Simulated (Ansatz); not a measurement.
## AgI: electron density at the nuclei under pressure

```
Ag I
1.0
     0.00000    3.23650    3.23650
     3.23650    0.00000    3.23650
     3.23650    3.23650    0.00000
Ag I
1 1
Direct
  0.00000 0.00000 0.00000
  0.75000 0.75000 0.75000
```

Atom numbers follow the list: Ag1, I2.

The cell is COD entry 9008829, as deposited and not checked against the literature; nothing was relaxed. It differs from other determinations.

Spin–orbit coupling is left out, though it moves levels of the heavy atoms by tenths of an eV or more.

All numbers below come from DFT, PBE, all-electron PAW with datasets made for the crystal, scalar-relativistic in Ansatz 0.2.0.

Settings: a Γ-centred 7×7×7 k mesh, Fermi–Dirac smearing of 0.01 eV, cutoff 240 eV (chosen by the program for this cell), no spin polarisation.

The contact density is the mean electron density over the nuclear volume; its changes set Mössbauer isomer shifts. Changes below are taken from the unscaled cell, where it is 948380 e/Å³ at Ag1, 1.60373e+06 e/Å³ at I2.

The datasets are made afresh for each cell, so very small changes are uncertain. Scalar relativity leaves out the p1/2 density at heavy nuclei.

Question: Tabulate the changes with volume.

Answer: 
| V/V(cell) | P (GPa) | Δρ(0) Ag1 (e/Å³) | Δρ(0) I2 (e/Å³) |
| --- | --- | --- | --- |
| 0.9600 | 3.9 | 3.61 | -1.35 |
| 1.0000 | 2.2 | 0.00 | 0.00 |
| 1.0400 | 0.9 | -3.32 | 1.21 |
